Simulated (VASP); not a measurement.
Level of theory: PBEsol GGA, VASP's PBE PAW potentials (set 64) (plane waves; VASP 6.6.1).

Input for VASP

File KPOINTS:
```
K-points
0
gamma
  5 3 1
```

### POSCAR
```
CsI(110) slab
1
    4.5169791335     0.0000000000     0.0000000000
    0.0000000000     6.3879731713     0.0000000000
    0.0000000000     0.0000000000    24.4079306546
Cs I
3 3
Direct
  0.0000000000   0.5000000000   0.3707321786
  0.0000000000   0.0000000000   0.5000000000
  1.0000000000   0.5000000000   0.6292678214
  0.5000000000   0.0000000000   0.3687472024
  0.5000000000   0.5000000000   0.5000000000
  0.5000000000   0.0000000000   0.6312527976
```

**INCAR**
```
# general
SYSTEM  = CsI(110) slab
PREC    = Normal
ENCUT   = 400   # plane-wave cut-off (eV)
LREAL   = .False.   # projection in real space or not
LASPH   = .True.

# electronic loop
EDIFF   = 1E-6   # SCF stop (eV)
NELM    = 100   # most electronic steps
NELMIN  = 4
ALGO    = Normal   # blocked Davidson
LMAXMIX = 4

# smearing
ISMEAR  = 0
SIGMA   = 0.05   # width (eV)

# functional
GGA     = PS   # PBEsol

# output
LWAVE   = .False.
LCHARG  = .False.
LORBIT  = 11
LVHAR   = .True.

# other
LDIPOL  = .True.
IDIPOL  = 3
DIPOL   = 0.5 0.5 0.5
```

POTCAR, in this order: Cs_sv I (PBE.64 set). Program: vasp_std. Read from the step before: WAVECAR.

The run wrote:

OUTCAR:
```
 ion  position               nearest neighbor table
   1  0.000  0.500  0.371-
   2  0.000  0.000  0.500-
   3  0.000  0.500  0.629-
   4  0.500  0.000  0.369-
   5  0.500  0.500  0.500-
   6  0.500  0.000  0.631-
  LATTYP: Found a simple orthorhombic cell.
 ALAT       =     4.5169791335
 B/A-ratio  =     1.4142135667
 C/A-ratio  =     5.4035960613
 Subroutine PRICEL returns:
 Original cell was already a primitive cell.
 Subroutine GETGRP returns: Found  8 space group operations
The static configuration has the point symmetry D_2h.
The dynamic configuration has the point symmetry D_2h.
 Subroutine INISYM returns: Found  8 space group operations
 Subroutine IBZKPT returns following result:
 Found      6 irreducible k-points:

 Following reciprocal coordinates:
            Coordinates               Weight
  0.000000  0.000000  0.000000      1.000000
  0.200000  0.000000  0.000000      2.000000
  0.400000  0.000000  0.000000      2.000000
...
```

### OSZICAR
```
       N       E                     dE             d eps       ncg     rms          rms(c)
DAV:   1    -0.168524250498E+02   -0.16852E+02   -0.99398E-04   364   0.135E-01    0.408E-02
DAV:   2    -0.168523999770E+02    0.25073E-04   -0.16858E-04   384   0.536E-02    0.132E-02
DAV:   3    -0.168523860362E+02    0.13941E-04   -0.19896E-05   376   0.194E-02    0.109E-02
DAV:   4    -0.168523756273E+02    0.10409E-04   -0.27308E-05   384   0.234E-02    0.489E-03
DAV:   5    -0.168523752928E+02    0.33449E-06   -0.76804E-06   384   0.104E-02
   1 F= -.16852375E+02 E0= -.16852375E+02  d E =-.951006E-15
```

### OUTCAR
```
------------------------ aborting loop because EDIFF is reached ----------------------------------------
  FORCE on cell =-STRESS in cart. coord.  units (eV):
  Direction    XX          YY          ZZ          XY          YZ          ZX
  --------------------------------------------------------------------------------------
  Total        0.2911668     -2.1208563     -0.2915051      0.0000000      0.0000000      0.0000000
  in kB        0.6623847     -4.8248042     -0.6631542      0.0000000      0.0000000      0.0000000
  external PRESSURE =      -1.6085246 kB  Pullay stress =       0.0000000 kB
  volume of cell :      704.27
      direct lattice vectors                 reciprocal lattice vectors
     4.516979133  0.000000000  0.000000000     0.221386898  0.000000000  0.000000000
     0.000000000  6.387973171  0.000000000     0.000000000  0.156544177  0.000000000
     0.000000000  0.000000000 24.407930655     0.000000000  0.000000000  0.040970290
 POSITION                                       TOTAL-FORCE (eV/Angst)
 -----------------------------------------------------------------------------------
      0.00000      3.19399      9.04881         0.000000     -0.000000      0.034228
      0.00000      0.00000     12.20397         0.000000     -0.000000      0.000000
      0.00000      3.19399     15.35913         0.000000     -0.000000     -0.034228
      2.25849      0.00000      9.00036         0.000000      0.000000      0.009727
      2.25849      3.19399     12.20397         0.000000     -0.000000      0.000000
      2.25849      0.00000     15.40757         0.000000      0.000000     -0.009727
 -----------------------------------------------------------------------------------
    total drift:                               -0.000000      0.000000     -0.000000
  FREE ENERGIE OF THE ION-ELECTRON SYSTEM (eV)
  ---------------------------------------------------
  free  energy   TOTEN  =       -16.8523752928 eV

  energy  without entropy=      -16.8523752928  energy(sigma->0) =      -16.85237529

 total charge

# of ion       s       p       d       tot
------------------------------------------
    1        1.852   4.690   0.028   6.570
    2        1.853   4.687   0.033   6.573
    3        1.852   4.690   0.028   6.570
    4        1.494   2.819   0.002   4.314
    5        1.495   2.825   0.003   4.322
    6        1.494   2.819   0.002   4.314
--------------------------------------------------
tot         10.038  22.528   0.096  32.662
```
(Selected blocks of OUTCAR.)

The cell is a thin slab with vacuum, built from CsI (CsCl type): (110) face.
